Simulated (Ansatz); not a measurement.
Molecular dynamics on a 2×2×1 supercell (12 atoms) of SrCl2 (CdI2 type), relaxed with r2SCAN+rVV10. Forces come from PBE in the plane-wave code Ansatz: constant energy and volume (NVE), velocities drawn at 2200 K, steps of 3 fs. Classical nuclei, no spin polarisation; a few dozen steps show the first response, not equilibrium. The structure comes from a prototype and may be hypothetical.

```yaml
crystal:
  lattice:
    - [8.814497811, 0.0, 0.0]
    - [-4.4072489055, 7.633579026, 0.0]
    - [0.0, 0.0, 5.5960650195]
  atoms:
    - { symbol: Sr, position: [0.0, 0.0, 0.0] }
    - { symbol: Cl, position: [0.1666666667, 0.3333333333, 0.2486950203] }
    - { symbol: Cl, position: [0.3333333333, 0.1666666667, 0.7513049797] }
    - { symbol: Sr, position: [0.0, 0.5, 0.0] }
    - { symbol: Cl, position: [0.1666666667, 0.8333333333, 0.2486950203] }
    - { symbol: Cl, position: [0.3333333333, 0.6666666667, 0.7513049797] }
    - { symbol: Sr, position: [0.5, 0.0, 0.0] }
    - { symbol: Cl, position: [0.6666666667, 0.3333333333, 0.2486950203] }
    - { symbol: Cl, position: [0.8333333333, 0.1666666667, 0.7513049797] }
    - { symbol: Sr, position: [0.5, 0.5, 0.0] }
    - { symbol: Cl, position: [0.6666666667, 0.8333333333, 0.2486950203] }
    - { symbol: Cl, position: [0.8333333333, 0.6666666667, 0.7513049797] }
kpoints:
  mp_grid: { grid: [3, 3, 2] }
hamiltonian:
  xc: pbe
scf:
  occupations: { method: fermi_dirac, width: 0.19 }
md:
  ensemble: nve
  temperature: 2200
  timestep: 3.0
  n_steps: 30
  initial_velocities: maxwell_boltzmann
  seed: 8551
```

Command: `ansatz run input.yaml --threads 4 --pin off --max-ram 3686MiB --backend cpu --events-out ev --progress --plain --runs-dir out`. Wall time 2.4 min on 4 threads of Arm Neoverse V1 (shared host); peak host memory 0.94 GiB.

Q: How do temperature and energy develop?

A: The temperature starts at 2200 K, is lowest at step 18 (606 K, 54 fs) and ends at 1125 K. The atoms start on their lattice sites with kinetic energy alone, so much of it first passes into potential energy. The conserved energy stays within 0.37 meV an atom. By the last step the atoms have moved 0.43 Å in the root mean square, the drift of the whole cell taken out, 0.75 Å at most.
```
step  t (fs)  T (K)  free energy F from step 0 (meV/atom)  kinetic energy (meV/atom)  largest force (eV/Å)
   0       0   2200                                   0.0                      260.7                  0.00
   1       3   2186                                   1.6                      259.0                  0.18
   2       6   2145                                   6.5                      254.2                  0.34
   3       9   2079                                  14.4                      246.3                  0.52
   4      12   1989                                  25.0                      235.7                  0.72
   5      15   1879                                  38.1                      222.7                  0.94
   6      18   1753                                  53.1                      207.7                  1.17
   7      21   1614                                  69.6                      191.2                  1.40
   8      24   1468                                  87.0                      173.9                  1.62
   9      27   1320                                 104.5                      156.4                  1.82
  10      30   1176                                 121.7                      139.3                  1.99
  11      33   1040                                 137.7                      123.3                  2.11
  12      36    919                                 152.1                      108.9                  2.18
  13      39    816                                 164.4                       96.7                  2.20
  14      42    732                                 174.3                       86.8                  2.16
  15      45    670                                 181.6                       79.4                  2.06
  16      48    630                                 186.4                       74.6                  1.92
  17      51    609                                 188.9                       72.1                  1.76
  18      54    606                                 189.2                       71.8                  1.80
  19      57    619                                 187.6                       73.4                  1.83
  20      60    646                                 184.4                       76.5                  1.84
  21      63    683                                 180.0                       81.0                  1.83
  22      66    729                                 174.6                       86.3                  1.81
  23      69    780                                 168.5                       92.4                  1.78
  24      72    834                                 162.0                       98.9                  1.72
  25      75    890                                 155.4                      105.5                  1.65
  26      78    945                                 148.9                      112.0                  1.56
  27      81    997                                 142.7                      118.1                  1.46
  28      84   1045                                 137.1                      123.8                  1.37
  29      87   1087                                 132.0                      128.8                  1.38
  30      90   1125                                 127.6                      133.3                  1.39
```

Positions (Å) and forces (eV/Å) at step 30:
```
Sr  -0.260  -0.032   0.027     1.301   0.405  -0.269
Cl  -0.311   2.808   1.070     0.116  -0.474   0.368
Cl   2.428   1.547   4.393    -0.501  -0.199  -0.138
Sr  -2.302   3.704  -0.720     0.442   0.973   0.405
Cl  -2.276   6.390   1.500    -0.055  -0.068  -0.509
Cl   0.372   5.063   4.253    -0.283   0.387   0.142
Sr   4.306   0.039   0.106     0.167  -0.977  -0.235
Cl   4.536   2.297   1.544     0.385   0.740  -0.047
Cl   6.760   1.248   3.899    -0.387  -0.763   0.149
Sr   2.360   3.880   0.498    -0.462  -0.327  -0.079
Cl   2.717   6.300   1.856    -0.952   0.281  -0.597
Cl   4.157   4.986   4.093     0.229   0.021   0.810
```
